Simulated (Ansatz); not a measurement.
Write the native input for Ansatz 0.2.0 that does the following.

```yaml
Task: relaxation of cell and atoms
Functional: revPBE
Potentials_or_basis: all-electron LAPW, scalar-relativistic
Basis_error_allowed: 0.001 eV/atom
k_mesh: 8 × 8 × 8
Occupations: fermi-dirac, width 0.05 eV
Spin: no spin polarisation
```

The system is MgS.

```
S Mg
1.0
     0.00000    2.83312    2.83312
     2.83312    0.00000    2.83312
     2.83312    2.83312    0.00000
S Mg
1 1
Cartesian
  1.4166 1.4166 1.4166
  0.0000 0.0000 0.0000
```

The cell comes from a database or a generator and needn't be the stable form of this composition.

The input as run:

input.yaml

```yaml
crystal:
  lattice:
    - [0.0, 2.8331200468, 2.8331200468]
    - [2.8331200468, 0.0, 2.8331200468]
    - [2.8331200468, 2.8331200468, 0.0]
  atoms:
    - { symbol: S, position: [0.25, 0.25, 0.25] }
    - { symbol: Mg, position: [0.0, 0.0, 0.0] }
kpoints:
  mp_grid: { grid: [8, 8, 8] }
scf:
  occupations: { method: fermi_dirac, width: 0.05 }
hamiltonian:
  xc: revpbe
  pseudopotentials: { kind: all_electron, lapw: { basis_error: 0.001 } }
output:
  forces: true
  stress: true
relax:
  f_tol: 0.01
  max_steps: 60
  cell: {}
```

Potentials or basis: all-electron LAPW, scalar-relativistic.

Command:

```bash
$ ansatz run input.yaml --threads 1 --pin off --max-ram 3072MiB --backend cpu --events-out ev --progress --plain --runs-dir out
```

It gave:

The relaxed volume is 23.65 Å³/atom. The relaxed cell is a = 4.059 Å, b = 4.059 Å, c = 4.059 Å, α = 60.00°, β = 60.00°, γ = 60.00° and the space group after relaxing (to 0.05 Å) is F-43m (No. 216). The energy gained by relaxing is 6.4 meV/atom, the ionic steps are 4 and the pressure after relaxing is 0.0 GPa. The band gap on the k mesh is 3.42 eV.

Run time: 4.1 s on 1 thread of AMD EPYC 9R45 96-Core Processor (Zen 5), with other jobs on the host, peak memory 0.29 GiB.
